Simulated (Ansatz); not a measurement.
# CuCl2 in Ansatz: the effect of functional

CuCl2:

```
CELL_PARAMETERS angstrom
-2.29908 2.29908 6.99445
2.29908 -2.29908 6.99445
2.29908 2.29908 -6.99445
ATOMIC_POSITIONS crystal
Cu 0.00000 0.00000 0.00000
Cl 0.00000 0.50000 0.50000
Cl 0.50000 0.00000 0.50000
```

Measurements of this composition are mostly on another form, of space group No. 12.

The cell isn't the ideal one: volume scaled by 1.06.

Alike in all runs:

```yaml
Program: Ansatz 0.2.0
Task: single point
Potentials_or_basis: Ansatz PAW
k_mesh: 8 × 8 × 8
Occupations: fermi-dirac, width 0.05 eV
Spin: no spin polarisation
```

```csv
functional,cutoff,pressure (GPa)
LDA,420 eV (not typed: the program's choice for these potentials),?
PBEsol,420 eV (not typed: the program's choice for these potentials),-1.9
r2SCAN,500 eV (not typed: the program's choice for these potentials),-1.4
```

**Question.** What does the run with functional LDA give?

**Answer.** Pressure -2.8 GPa.

Caveats: an odd number of electrons without spin polarisation forces a metal; a magnetic or distorted state may lie lower; the run has no spin polarisation, though such a crystal can be magnetic; the PAW data sets come from PBE, with cores solved anew for the run's functional, which leaves a small shift of forces and pressure.
